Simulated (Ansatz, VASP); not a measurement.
**Two plane-wave programs on MgO (Periclase)**

Contents of INCAR:

```
PREC = Accurate
ENCUT = 520
EDIFF = 1E-6
ISMEAR = 0
SIGMA = 0.1
LREAL = F
LASPH = T
NELM = 80
ALGO = Normal
ISIF = 2
LWAVE = F
LCHARG = F
GGA = PS
NBANDS = 11
```

Contents of KPOINTS:

```
Automatic mesh
0
Gamma
  8 8 8
```

The input POSCAR:

```
MgO
1.0
    0.0000000000      2.1085000000      2.1085000000
    2.1085000000      0.0000000000      2.1085000000
    2.1085000000      2.1085000000      0.0000000000
Mg O
1 1
Direct
    0.0000000000      0.0000000000      0.0000000000
    0.5000000000      0.5000000000      0.5000000000
```

Input for Ansatz:

```yaml
crystal:
  lattice:
    - [0.0, 2.1085, 2.1085]
    - [2.1085, 0.0, 2.1085]
    - [2.1085, 2.1085, 0.0]
  atoms:
    - { symbol: Mg, position: [0.0, 0.0, 0.0] }
    - { symbol: O, position: [0.5, 0.5, 0.5] }
basis:
  ecutwfc: 420
kpoints:
  mp_grid: { grid: [8, 8, 8] }
hamiltonian:
  xc: pbesol
scf:
  occupations: { method: gaussian, width: 0.1 }
output:
  forces: true
  stress: true
  eigenvalues: true
```

Alike in both runs: task single point; functional PBEsol; k mesh 8 × 8 × 8; occupations gaussian, width 0.1 eV; no spin polarisation.

|  | VASP | Ansatz |
| --- | --- | --- |
| version | VASP 6.6.1 | Ansatz 0.2.0 |
| potentials or method | VASP PAW PBE potentials, release 64 (Mg, O) | scalar-relativistic, plane waves, PAW |
| plane-wave cutoff (eV) | 520 | 420 |
| valence electrons in the cell | 8 | 16 |

Ansatz gave:

| Item | Value |
| --- | --- |
| gap on the k mesh at the Fermi level (eV) | 4.60 |
| least direct gap on the mesh (eV) | 4.60 |
| pressure (GPa) | -0.3 |

Task: Which values does VASP return?

Result: gap on the k mesh at the Fermi level (eV): 4.60; least direct gap on the mesh (eV): 4.60; pressure (GPa): -0.8.

With one functional, cell and mesh, what is left measures potentials, basis and numerics. The two sets of potentials don't hold the same shells in valence.

Caveats: the PAW data sets were made with another functional, which shifts forces and pressure a little (VASP). PBEsol gaps usually lie below the measured ones, often by a third to a half.
